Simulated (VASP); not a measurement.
Set up this calculation in VASP 6.6.1, as the native input.

```yaml
Task: relaxation of cell and atoms
Functional: PBEsol
Potentials_or_basis: VASP PAW PBE potentials, release 64 (Na_pv, I)
Cutoff: 600 eV
k_mesh: 8 × 8 × 8
Occupations: gaussian, width 0.03 eV
Spin: no spin polarisation
Further_INCAR_settings: ALGO = Normal; EDIFF = 1e-06; IBRION = 2; EDIFFG = -0.01; NSW = 90; ISIF = 3
```

The structure of NaI lies in POSCAR:

```
NaI
1.0
    0.0000000000      3.2364000000      3.2364000000
    3.2364000000      0.0000000000      3.2364000000
    3.2364000000      3.2364000000      0.0000000000
Na I
1 1
Direct
    0.0000000000      0.0000000000      0.0000000000
    0.5000000000      0.5000000000      0.5000000000
```

The input as run:

INCAR

```
SYSTEM = NaI
  ALGO = Normal
  EDIFF = 1E-6
  EDIFFG = -0.01
  ENCUT = 600
  GGA = PS
  IBRION = 2
  ISIF = 3
  ISMEAR = 0
  LASPH = .TRUE.
  LCHARG = .FALSE.
  LREAL = .FALSE.
  LWAVE = .FALSE.
  NELM = 80
  NSW = 90
  PREC = Accurate
  SIGMA = 0.03
```

KPOINTS

```
k-points
0
G
  8 8 8
  0 0 0
```

Potentials or basis: VASP PAW PBE potentials, release 64 (Na_pv, I).

Launch:

```bash
$ cat potpaw_PBE.64/Na_pv/POTCAR potpaw_PBE.64/I/POTCAR > POTCAR
$ mpirun -np 1 vasp_std > vasp.out
```

It gave:

```json
{
 "Relaxed volume": "32.94 Å³/atom",
 "Relaxed cell": "a = 4.533 Å, b = 4.533 Å, c = 4.533 Å, α = 60.00°, β = 60.00°, γ = 60.00°",
 "Space group after relaxing (to 0.05 Å)": "Fm-3m (No. 225)",
 "Energy gained by relaxing": "1.6 meV/atom",
 "Ionic steps": "3",
 "Pressure after relaxing": "0.0 GPa",
 "Band gap on the k mesh": "3.58 eV, direct"
}
```

Caveat: the PAW data sets were made with another functional, which shifts forces and pressure a little; spin-orbit coupling is left out, which moves the levels of the heavy elements.

It took 39 s on 1 thread of AMD EPYC 9R45 (Zen 5), with other jobs on the host, peak memory 0.21 GiB.
